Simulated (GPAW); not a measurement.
Here is a GPAW 26.7.0 calculation.

The input run.py:

```python
import numpy as np
import spglib
from ase import Atoms
from ase.dft.bandgap import bandgap
from ase.io import read, write
from gpaw import GPAW, PW
from gpaw.spinorbit import soc_eigenstates

atoms = read('PbS.cif')
cell, positions, numbers = spglib.find_primitive(
    (atoms.cell[:], atoms.get_scaled_positions(), atoms.numbers), symprec=1e-4)
atoms = Atoms(numbers, cell=cell, scaled_positions=positions, pbc=True)

calc = GPAW(mode=PW(600),
            xc={'name': 'C09-vdW', 'backend': 'libvdwxc'},
            kpts={'size': (6, 6, 6), 'gamma': True},
            occupations={'name': 'fermi-dirac', 'width': 0.05},
            nbands=19,
            convergence={'density': 1e-05, 'energy': 1e-05},
            maxiter=150,
            txt='gpaw.txt')
atoms.calc = calc
energy = atoms.get_potential_energy()
forces = atoms.get_forces()
calc.write('gs.gpw')
write('result.traj', atoms)
print(f'Energy: {energy:.6f} eV')
print('Forces (eV/A):')
print(forces.round(4))
print('Fermi level:', round(calc.get_fermi_level(), 4), 'eV')
print(f'Gap: {bandgap(calc)[0]:.4f} eV, direct: {bandgap(calc, direct=True)[0]:.4f} eV')

path = atoms.cell.bandpath('GXWKGLUWLK,UX', npoints=80, eps=1e-4)
bs_calc = calc.fixed_density(kpts=path, symmetry='off', nbands=31,
                             convergence={'bands': 'CBM+6.0', 'eigenstates': 1e-6}, txt='bands.txt')
bs = bs_calc.band_structure()
bs.write('bs.json')
print(f'Gap on the path: {bandgap(bs_calc)[0]:.4f} eV')

soc = soc_eigenstates(bs_calc, theta=0, phi=0)
np.savetxt('soc_bands.dat', soc.eigenvalues(), fmt='%.4f')
mesh = soc_eigenstates('gs.gpw', theta=0, phi=0)
np.savetxt('soc_mesh.dat', mesh.eigenvalues(), fmt='%.4f')
print('Fermi level with spin-orbit coupling:', round(mesh.fermi_level, 4), 'eV')
```

PbS.cif

```cif
data_PbS
_cell_length_a 5.93150000
_cell_length_b 5.93150000
_cell_length_c 5.93150000
_cell_angle_alpha 90.00000000
_cell_angle_beta 90.00000000
_cell_angle_gamma 90.00000000
_space_group_name_H-M_alt 'Fm-3m'
_space_group_name_Hall '-F 4 2 3'
_space_group_IT_number 225
loop_
_space_group_symop_operation_xyz
'x,y,z'
'-x,-y,-z'
'-y,x,z'
'y,-x,-z'
'-x,-y,z'
'x,y,-z'
'y,-x,z'
'-y,x,-z'
'x,-y,-z'
'-x,y,z'
'-y,-x,-z'
'y,x,z'
'-x,y,-z'
'x,-y,z'
'y,x,-z'
'-y,-x,z'
'z,x,y'
'-z,-x,-y'
'z,-y,x'
'-z,y,-x'
'z,-x,-y'
'-z,x,y'
'z,y,-x'
'-z,-y,x'
'-z,x,-y'
'z,-x,y'
'-z,-y,-x'
'z,y,x'
'-z,-x,y'
'z,x,-y'
'-z,y,x'
'z,-y,-x'
'y,z,x'
'-y,-z,-x'
'x,z,-y'
'-x,-z,y'
'-y,z,-x'
'y,-z,x'
'-x,z,y'
'x,-z,-y'
'-y,-z,x'
'y,z,-x'
'-x,-z,-y'
'x,z,y'
'y,-z,-x'
'-y,z,x'
'x,-z,y'
'-x,z,-y'
'x,y+1/2,z+1/2'
'-x,-y+1/2,-z+1/2'
'-y,x+1/2,z+1/2'
'y,-x+1/2,-z+1/2'
'-x,-y+1/2,z+1/2'
'x,y+1/2,-z+1/2'
'y,-x+1/2,z+1/2'
'-y,x+1/2,-z+1/2'
'x,-y+1/2,-z+1/2'
'-x,y+1/2,z+1/2'
'-y,-x+1/2,-z+1/2'
'y,x+1/2,z+1/2'
'-x,y+1/2,-z+1/2'
[... 41 lines left out ...]
'y+1/2,-x,z+1/2'
'-y+1/2,x,-z+1/2'
'x+1/2,-y,-z+1/2'
'-x+1/2,y,z+1/2'
'-y+1/2,-x,-z+1/2'
'y+1/2,x,z+1/2'
'-x+1/2,y,-z+1/2'
'x+1/2,-y,z+1/2'
'y+1/2,x,-z+1/2'
'-y+1/2,-x,z+1/2'
'z+1/2,x,y+1/2'
'-z+1/2,-x,-y+1/2'
'z+1/2,-y,x+1/2'
'-z+1/2,y,-x+1/2'
'z+1/2,-x,-y+1/2'
'-z+1/2,x,y+1/2'
'z+1/2,y,-x+1/2'
'-z+1/2,-y,x+1/2'
'-z+1/2,x,-y+1/2'
'z+1/2,-x,y+1/2'
'-z+1/2,-y,-x+1/2'
'z+1/2,y,x+1/2'
'-z+1/2,-x,y+1/2'
'z+1/2,x,-y+1/2'
'-z+1/2,y,x+1/2'
'z+1/2,-y,-x+1/2'
'y+1/2,z,x+1/2'
'-y+1/2,-z,-x+1/2'
'x+1/2,z,-y+1/2'
'-x+1/2,-z,y+1/2'
'-y+1/2,z,-x+1/2'
'y+1/2,-z,x+1/2'
'-x+1/2,z,y+1/2'
'x+1/2,-z,-y+1/2'
'-y+1/2,-z,x+1/2'
'y+1/2,z,-x+1/2'
'-x+1/2,-z,-y+1/2'
'x+1/2,z,y+1/2'
'y+1/2,-z,-x+1/2'
'-y+1/2,z,x+1/2'
'x+1/2,-z,y+1/2'
'-x+1/2,z,-y+1/2'
'x+1/2,y+1/2,z'
'-x+1/2,-y+1/2,-z'
'-y+1/2,x+1/2,z'
'y+1/2,-x+1/2,-z'
'-x+1/2,-y+1/2,z'
'x+1/2,y+1/2,-z'
'y+1/2,-x+1/2,z'
'-y+1/2,x+1/2,-z'
'x+1/2,-y+1/2,-z'
'-x+1/2,y+1/2,z'
'-y+1/2,-x+1/2,-z'
'y+1/2,x+1/2,z'
'-x+1/2,y+1/2,-z'
'x+1/2,-y+1/2,z'
'y+1/2,x+1/2,-z'
'-y+1/2,-x+1/2,z'
'z+1/2,x+1/2,y'
'-z+1/2,-x+1/2,-y'
'z+1/2,-y+1/2,x'
'-z+1/2,y+1/2,-x'
'z+1/2,-x+1/2,-y'
'-z+1/2,x+1/2,y'
'z+1/2,y+1/2,-x'
'-z+1/2,-y+1/2,x'
'-z+1/2,x+1/2,-y'
'z+1/2,-x+1/2,y'
'-z+1/2,-y+1/2,-x'
'z+1/2,y+1/2,x'
'-z+1/2,-x+1/2,y'
'z+1/2,x+1/2,-y'
'-z+1/2,y+1/2,x'
'z+1/2,-y+1/2,-x'
'y+1/2,z+1/2,x'
'-y+1/2,-z+1/2,-x'
'x+1/2,z+1/2,-y'
'-x+1/2,-z+1/2,y'
'-y+1/2,z+1/2,-x'
'y+1/2,-z+1/2,x'
'-x+1/2,z+1/2,y'
'x+1/2,-z+1/2,-y'
'-y+1/2,-z+1/2,x'
'y+1/2,z+1/2,-x'
'-x+1/2,-z+1/2,-y'
'x+1/2,z+1/2,y'
'y+1/2,-z+1/2,-x'
'-y+1/2,z+1/2,x'
'x+1/2,-z+1/2,y'
'-x+1/2,z+1/2,-y'
loop_
_atom_site_label
_atom_site_type_symbol
_atom_site_symmetry_multiplicity
_atom_site_Wyckoff_symbol
_atom_site_fract_x
_atom_site_fract_y
_atom_site_fract_z
_atom_site_occupancy
Pb1 Pb 4 a 0.0000000000 0.0000000000 0.0000000000 1
S1 S 4 b 0.5000000000 0.0000000000 0.0000000000 1
```

Potentials or basis: GPAW PAW data sets (gpaw-data 1.2.1), pw.

Command:

```sh
$ OMP_NUM_THREADS=1 python run.py
```

Task: Predict the band gap along the path.

Result: 0.41 eV, direct.

Task: Predict the band gap on the k mesh.

Result: 0.33 eV, direct.

Levels at the corners of the path, in eV from the valence-band top:
```csv
point,band 18,band 19,band 20,band 21,band 22,band 23
Γ,-1.70,-1.70,-1.70,3.45,3.45,6.56
X,-3.32,-2.92,-2.92,4.11,4.11,4.57
W,-3.94,-0.65,-0.65,2.16,2.17,4.85
K,-2.67,-2.10,-2.10,3.14,3.14,4.48
Γ,-1.70,-1.70,-1.70,3.45,3.45,6.56
L,-1.42,0.00,0.00,0.41,0.41,1.90
U,-2.67,-2.10,-2.10,3.14,3.14,4.48
W,-3.94,-0.65,-0.65,2.16,2.17,4.85
L,-1.42,0.00,0.00,0.41,0.41,1.90
K,-2.67,-2.10,-2.10,3.14,3.14,4.48
U,-2.67,-2.10,-2.10,3.14,3.14,4.48
X,-3.32,-2.92,-2.92,4.11,4.11,4.57
```

Caveat: spin-orbit coupling was added after a scalar SCF, so levels and gaps hold it while energy, forces, pressure and moments don't; this program's spin-orbit splittings come out too wide for heavy elements; the PAW data sets were made with another functional, which shifts forces and pressure a little.
